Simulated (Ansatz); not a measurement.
Band table of Cr (omega type)

```xyz
3
Lattice="4.2331 0.0000 0.0000 -2.1166 3.6660 0.0000 0.0000 0.0000 2.2911" Properties=species:S:1:pos:R:3 pbc="T T T"
Cr    0.0000    0.0000    0.0000
Cr    0.0000    2.4440    1.1455
Cr    2.1166    1.2220    1.1455
```

The cell comes from a relaxation on PAW files under the same functional, begun from a prototype that needn't be the stable phase.

Level of theory: DFT with PBE, scalar-relativistic, in Ansatz 0.2.0; a Γ-centred 10×10×14 k mesh, Fermi–Dirac smearing of 0.1 eV, spin-polarised from start moments Cr1 2, Cr2 2, Cr3 2 μB. LAPW: all electrons, basis error target 1 meV/atom.

Antiferromagnetic order, which Cr and Mn prefer near zero pressure, wasn't tried. The start moments died away, and the runs ended non-magnetic.

Path points, in fractions of the reciprocal vectors: Γ (0.000, 0.000, 0.000), M (0.500, 0.000, 0.000), K (0.333, 0.333, 0.000), A (0.000, 0.000, 0.500), L (0.500, 0.000, 0.500), H (0.333, 0.333, 0.500). Levels in eV from the Fermi level; bands 13 to 27, counted from the lowest band of the run. The gap is zero, the pressure -0.07 GPa.

```
# k(1/Å) point b13 b14 b15 b16 b17 b18 b19 b20 b21 b22 b23 b24 b25 b26 b27
0.000 Γ -7.71 -3.66 -2.25 -2.15 -2.15 -2.09 -2.09 -1.82 -0.33 -0.33 1.32 1.32 1.37 1.37 2.65
0.122 - -7.64 -3.65 -2.49 -2.30 -2.23 -1.95 -1.86 -1.76 -0.37 -0.28 1.20 1.21 1.49 1.50 2.61
0.245 - -7.44 -3.65 -2.84 -2.39 -2.39 -1.91 -1.65 -1.54 -0.50 -0.16 1.07 1.13 1.64 1.68 2.50
0.367 - -7.12 -3.69 -3.15 -2.59 -2.42 -1.95 -1.62 -1.16 -0.69 0.04 0.96 1.09 1.79 1.86 2.34
0.490 - -6.68 -3.86 -3.42 -2.73 -2.37 -2.03 -1.65 -0.97 -0.69 0.31 0.87 1.11 1.93 2.01 2.14
0.612 - -6.16 -4.07 -3.78 -2.73 -2.25 -2.15 -1.72 -1.22 -0.24 0.64 0.80 1.18 1.90 2.07 2.16
0.735 - -5.57 -4.39 -4.13 -2.63 -2.30 -2.09 -1.77 -1.48 0.18 0.76 1.03 1.31 1.68 2.16 2.19
0.857 M -5.02 -4.90 -4.21 -2.52 -2.42 -1.98 -1.79 -1.62 0.38 0.75 1.35 1.45 1.51 1.76 2.27
0.928 - -5.01 -4.89 -4.21 -2.51 -2.42 -1.98 -1.78 -1.61 0.32 0.76 1.35 1.44 1.50 1.75 2.27
0.998 - -5.00 -4.87 -4.22 -2.50 -2.42 -1.99 -1.74 -1.56 0.15 0.78 1.34 1.41 1.47 1.73 2.28
1.069 - -4.98 -4.84 -4.23 -2.48 -2.41 -2.01 -1.68 -1.48 -0.09 0.83 1.33 1.37 1.42 1.70 2.28
1.140 - -4.94 -4.79 -4.27 -2.45 -2.41 -2.05 -1.58 -1.39 -0.37 0.89 1.32 1.33 1.36 1.67 2.20
1.210 - -4.90 -4.72 -4.33 -2.41 -2.40 -2.10 -1.47 -1.28 -0.66 0.97 1.27 1.30 1.35 1.62 2.10
1.281 - -4.85 -4.64 -4.43 -2.39 -2.38 -2.15 -1.37 -1.17 -0.91 1.06 1.21 1.24 1.39 1.57 2.01
1.352 K -4.81 -4.55 -4.55 -2.37 -2.37 -2.17 -1.32 -1.07 -1.07 1.15 1.15 1.19 1.48 1.48 1.98
1.493 - -5.14 -4.50 -4.31 -2.49 -2.33 -2.10 -1.40 -1.09 -0.95 1.06 1.07 1.18 1.41 1.82 2.14
1.634 - -5.75 -4.25 -4.01 -2.67 -2.29 -2.00 -1.31 -1.12 -0.96 0.82 0.99 1.01 1.69 2.21 2.22
1.776 - -6.37 -3.96 -3.67 -2.81 -2.25 -1.93 -1.26 -1.09 -1.07 0.47 0.97 0.98 1.96 2.08 2.08
1.917 - -6.93 -3.74 -3.29 -2.84 -2.22 -1.89 -1.41 -1.29 -0.79 0.15 1.00 1.00 1.89 1.91 2.24
2.059 - -7.35 -3.65 -2.90 -2.67 -2.20 -1.90 -1.58 -1.54 -0.55 -0.10 1.07 1.07 1.71 1.72 2.45
2.200 - -7.62 -3.65 -2.53 -2.39 -2.18 -1.95 -1.82 -1.74 -0.38 -0.27 1.19 1.19 1.52 1.52 2.60
2.341 Γ -7.71 -3.66 -2.25 -2.15 -2.15 -2.09 -2.09 -1.82 -0.33 -0.33 1.32 1.32 1.37 1.37 2.65
2.537 - -7.54 -3.48 -2.21 -2.21 -2.13 -2.13 -2.02 -1.64 -0.31 -0.31 1.21 1.21 1.32 1.32 2.53
2.733 - -7.04 -2.99 -2.41 -2.41 -2.26 -2.26 -1.34 -1.11 -0.28 -0.28 0.90 0.90 1.23 1.23 2.26
2.929 - -6.27 -2.73 -2.73 -2.48 -2.48 -2.31 -0.30 -0.25 -0.22 -0.22 0.46 0.46 1.22 1.22 2.03
3.125 - -5.31 -3.12 -3.12 -2.75 -2.75 -1.66 -0.13 -0.13 -0.05 -0.05 0.88 0.96 1.29 1.29 1.92
3.321 - -4.23 -3.49 -3.49 -3.00 -3.00 -1.29 -0.49 -0.49 -0.03 -0.03 1.41 1.41 1.92 1.92 2.20
3.517 - -3.74 -3.74 -3.18 -3.18 -3.18 -1.38 -0.79 -0.79 0.04 0.04 1.52 1.52 1.95 1.95 3.17
3.712 A -3.83 -3.83 -3.25 -3.25 -2.53 -1.70 -0.89 -0.89 0.07 0.07 1.56 1.56 1.96 1.96 3.54
3.835 - -3.82 -3.80 -3.36 -3.23 -2.34 -1.94 -0.91 -0.61 0.05 0.06 1.54 1.55 1.88 1.95 3.51
3.957 - -3.78 -3.73 -3.53 -3.17 -2.28 -1.95 -0.96 -0.14 0.01 0.04 1.51 1.55 1.67 1.91 3.45
4.080 - -3.73 -3.68 -3.63 -3.10 -2.49 -1.54 -1.02 -0.05 0.03 0.26 1.42 1.52 1.54 1.85 3.35
4.202 - -3.73 -3.66 -3.66 -3.00 -2.48 -1.27 -1.11 -0.10 0.09 0.38 1.21 1.54 1.72 1.76 3.24
4.325 - -3.84 -3.63 -3.60 -2.92 -2.28 -1.26 -1.19 -0.15 0.23 0.33 1.08 1.54 1.67 2.08 3.11
4.447 - -3.94 -3.57 -3.56 -2.86 -2.04 -1.37 -1.24 -0.17 0.01 0.64 0.99 1.54 1.60 2.39 3.00
4.569 L -3.97 -3.54 -3.54 -2.83 -1.93 -1.44 -1.27 -0.18 -0.10 0.86 0.88 1.54 1.57 2.51 2.95
4.640 - -4.02 -3.53 -3.49 -2.83 -1.97 -1.44 -1.21 -0.28 -0.11 0.77 1.00 1.47 1.65 2.51 2.94
4.711 - -4.10 -3.48 -3.36 -2.83 -2.06 -1.44 -1.08 -0.46 -0.11 0.58 1.28 1.30 1.81 2.50 2.94
4.781 - -4.18 -3.42 -3.21 -2.82 -2.18 -1.47 -0.91 -0.62 -0.11 0.35 1.03 1.66 1.98 2.48 2.94
4.852 - -4.26 -3.33 -3.04 -2.82 -2.29 -1.54 -0.71 -0.70 -0.12 0.12 0.75 2.05 2.13 2.46 2.94
4.923 - -4.31 -3.22 -2.88 -2.84 -2.41 -1.63 -0.68 -0.51 -0.12 -0.11 0.46 2.25 2.44 2.45 2.95
4.993 - -4.35 -3.10 -2.90 -2.74 -2.51 -1.70 -0.60 -0.31 -0.29 -0.11 0.19 2.31 2.44 2.82 2.98
5.064 H -4.36 -2.99 -2.99 -2.62 -2.62 -1.73 -0.47 -0.47 -0.09 -0.09 -0.06 2.33 2.43 3.01 3.01
5.206 - -4.31 -3.24 -2.82 -2.82 -2.49 -1.65 -0.65 -0.51 -0.14 0.01 0.35 2.27 2.32 2.44 3.11
5.347 - -4.19 -3.47 -3.04 -2.80 -2.51 -1.48 -0.80 -0.59 0.19 0.27 0.74 1.43 2.14 2.39 3.19
5.488 - -4.01 -3.62 -3.27 -2.90 -2.59 -1.35 -0.95 -0.36 0.36 0.61 0.76 1.06 2.01 2.14 3.26
5.630 - -3.85 -3.66 -3.49 -3.03 -2.59 -1.44 -0.99 -0.13 0.16 0.34 1.16 1.30 1.78 1.93 3.34
5.771 - -3.80 -3.67 -3.57 -3.15 -2.38 -1.83 -0.96 -0.01 0.01 0.03 1.46 1.56 1.59 1.92 3.42
5.912 - -3.81 -3.79 -3.39 -3.22 -2.28 -1.99 -0.91 -0.54 0.05 0.06 1.53 1.56 1.85 1.95 3.50
6.054 A -3.83 -3.83 -3.25 -3.25 -2.53 -1.70 -0.89 -0.89 0.07 0.07 1.56 1.56 1.96 1.96 3.54
```
